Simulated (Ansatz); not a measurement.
Crystal: Cs2AgBiBr6.

```
CELL_PARAMETERS angstrom
0.00000 5.61610 5.61610
5.61610 0.00000 5.61610
5.61610 5.61610 0.00000
ATOMIC_POSITIONS crystal
Bi 0.00000 0.00000 0.00000
Cs 0.75000 0.75000 0.75000
Cs 0.25000 0.25000 0.25000
Ag 0.50000 0.50000 0.50000
Br 0.74945 0.74945 0.25055
Br 0.25055 0.25055 0.74945
Br 0.74945 0.25055 0.25055
Br 0.74945 0.25055 0.74945
Br 0.25055 0.74945 0.74945
Br 0.25055 0.74945 0.25055
```

```yaml
Program: Ansatz 0.2.0
Task: relaxation of cell and atoms
Functional: PBEsol
Dispersion: D3(BJ)
Potentials_or_basis: Ansatz PAW
Cutoff: "420 eV (not typed: the program's choice for these potentials)"
k_mesh: 4 × 4 × 4
Occupations: fermi-dirac, width 0.05 eV
Spin: no spin polarisation
```

At the start: volume 35.43 Å³/atom.

How do energy, volume and symmetry change on relaxing?

It ends after 5 steps and the volume is 33.60 Å³/atom (-5.1 %); space group Fm-3m (No. 225, to 0.05 Å).

The path:
| step | energy change (eV) | largest force (eV/Å) | volume (Å³) |
| --- | --- | --- | --- |
| 1 | 0.0000 | 0.3042 | 354.27 |
| 2 | -0.1006 | 0.0221 | 343.80 |
| 3 | -0.1170 | 0.0021 | 333.68 |
| 4 | -0.1182 | 0.0006 | 336.05 |
| 5 | -0.1164 | 0.0007 | 336.05 |

Final structure:
```
Bi Cs Ag Br
1.0
     0.00000    5.51811    5.51811
     5.51811    0.00000    5.51811
     5.51811    5.51811    0.00000
Bi Cs Ag Br
1 2 1 6
Direct
  0.00000 0.00000 0.00000
  0.75000 0.75000 0.75000
  0.25000 0.25000 0.25000
  0.50000 0.50000 0.50000
  0.74516 0.74516 0.25484
  0.25484 0.25484 0.74516
  0.74516 0.25484 0.25484
  0.74516 0.25484 0.74516
  0.25484 0.74516 0.74516
  0.25484 0.74516 0.25484
```

Caveat: the plane-wave basis is chosen anew once the cell has moved, so the energies of steps on either side of that aren't comparable; the PAW data sets come from PBE, with cores solved anew for the run's functional, which leaves a small shift of forces and pressure.
